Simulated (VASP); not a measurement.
Set up this calculation in VASP 6.6.1, as the native input.

```
Task                               : work function
Functional                         : PBE0
Potentials or basis                : VASP PAW PBE potentials, release 64 (S, Sn_d)
Cutoff                             : 520 eV
k mesh                             : 6 × 6 × 1
Occupations                        : gaussian, width 0.03 eV
Spin                               : no spin polarisation
Grid for exact exchange (PRECFOCK) : Fast
Exchange at q = 0                  : default
Dipole correction                  : yes
Further INCAR settings             : ALGO = Normal; EDIFF = 1e-06
```

The system is SnS2, a sheet with vacuum.

```
S Sn
1.0
     3.66276    0.00000    0.00000
    -1.83138    3.17204    0.00000
     0.00000    0.00000   18.96000
S Sn
2 1
Direct
  0.33333 0.66667 0.42172
  0.66667 0.33333 0.57828
  0.00000 0.00000 0.50000
```

The cell was built by a generator and needn't be a form met in nature.

The input as run:

POSCAR

```
SnS2                                    
1.0
    3.6627591756      0.0000000000      0.0000000000
   -1.8313795878      3.1720424980      0.0000000000
    0.0000000000      0.0000000000     18.9600000000
  S               Sn            
     2     1
Direct
     0.3333330000000032    0.6666669999999968    0.4217236219485484
     0.6666669999999968    0.3333330000000032    0.5782763780514516
     0.0000000000000000    1.0000000000000000    0.5000000000000000
```

INCAR.step1

```
SYSTEM = SnS2
ALGO = Normal
DIPOL = 0.5 0.5 0.500
EDIFF = 1E-5
ENCUT = 520
GGA = PE
IDIPOL = 3
ISIF = 2
ISMEAR = 0
KPAR = 4
LASPH = .TRUE.
LDIPOL = .TRUE.
LREAL = .FALSE.
LWAVE = .TRUE.
NELM = 80
PREC = Accurate
SIGMA = 0.03
```

INCAR.step2

```
SYSTEM = SnS2
AEXX = 0.25
ALGO = Normal
DIPOL = 0.5 0.5 0.500
EDIFF = 1E-6
ENCUT = 520
GGA = PE
IDIPOL = 3
ISIF = 2
ISMEAR = 0
ISTART = 1
KPAR = 4
LASPH = .TRUE.
LCHARG = .TRUE.
LDIPOL = .TRUE.
LHFCALC = .TRUE.
LREAL = .FALSE.
LVACPOTAV = .TRUE.
LVHAR = .TRUE.
LWAVE = .FALSE.
NELM = 80
PREC = Accurate
PRECFOCK = Fast
SIGMA = 0.03
```

KPOINTS

```
k-points
0
G
  6 6 1
  0 0 0
```

Potentials or basis: VASP PAW PBE potentials, release 64 (S, Sn_d).

The run is started by

```bash
$ cat potpaw_PBE.64/S/POTCAR potpaw_PBE.64/Sn_d/POTCAR > POTCAR
$ cp INCAR.step1 INCAR
$ mpirun -np 4 vasp_std > vasp.out
$ cp INCAR.step2 INCAR
$ mpirun -np 4 vasp_std > vasp.out
```

It gave:

| Property | Result |
| --- | --- |
| Largest force | 0.440 eV/Å |
| Band gap on the k mesh | 3.11 eV, indirect (least direct gap 3.40 eV) |
| Ionisation potential of the upper face | 7.72 eV |

Caveat: the PAW data sets were made with another functional, which shifts forces and pressure a little; spin-orbit coupling is left out, which moves the levels of the heavy elements.

Wall time 2.2 min on 4 MPI ranks on Intel(R) Xeon(R) Platinum 8488C (Sapphire Rapids), with other jobs on the host, peak memory 0.33 GiB a rank.
